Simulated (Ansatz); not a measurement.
# TaSi2 — ¹⁸¹Ta nuclear quadrupole resonance

Cell: a structure deposited in the COD, ions relaxed with PBE at fixed cell.

```cif
data_TaSi2
_symmetry_space_group_name_H-M 'P6_422'
_symmetry_Int_Tables_number 181
_cell_length_a 4.7839
_cell_length_b 4.7839
_cell_length_c 6.5700
_cell_angle_alpha 90.000
_cell_angle_beta 90.000
_cell_angle_gamma 120.000
loop_
_atom_site_label
_atom_site_type_symbol
_atom_site_symmetry_multiplicity
_atom_site_Wyckoff_symbol
_atom_site_fract_x
_atom_site_fract_y
_atom_site_fract_z
Ta Ta 3 c 0.5000 0.0000 0.0000
Si Si 6 i 0.1590 0.3179 0.0000
```

One atom of each set is listed.

Method: Kohn–Sham DFT in Ansatz, r2SCAN, plane waves and PAW, scalar-relativistic, 500 eV cutoff, Γ-centred 11×11×7 k-points, Fermi–Dirac smearing 0.05 eV.

¹⁸¹Ta: I = 7/2, Q = 3170 mb (year-2017 value). Static lattice, zero field.

Task: Predict the zero-field ¹⁸¹Ta lines of each site.

Result: For I = 7/2 and η = 0 the lines are |C_Q|/14 times 1, 2 and 3; η shifts the lowest up most.

```tsv
site	atoms	V_zz (10²¹ V/m²)	C_Q (MHz)	η	line frequencies (MHz)
Ta	3	6.70	514	0.85	67.3, 87.1, 101.5
```

The run finds no gap above 0.1 eV (a metal, or nearly one), so the gradients can move by 10 % or more with the k-mesh. Without spin–orbit coupling the gradients at and beside Ta can be off by some per cent, at some sites by more. With these PAW files V_zz is typically within 2 to 3 % of all-electron values, but misses above 10 % occur on Ta.
